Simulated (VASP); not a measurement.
Computed with PBEsol GGA, VASP's PBE PAW potentials (set 64) (plane waves; VASP 6.6.1).

Gaps are without spin-orbit coupling.

| Item | Result |
|---|---|
| volume per atom | 13.32 Å³/atom |
| band gap (over mesh and band path) | 7.20 eV |
| smallest direct gap (over mesh and band path) | 7.46 eV |

### Question
Which relaxed crystal gives these values?
(A) CrAgS2, R3m (160)
(B) SiC, P6_3mc (186)
(C) AgI, P6_3mc (186)
(D) CaF2, Fm-3m (225)

### Answer
D, CaF2, Fm-3m (225)
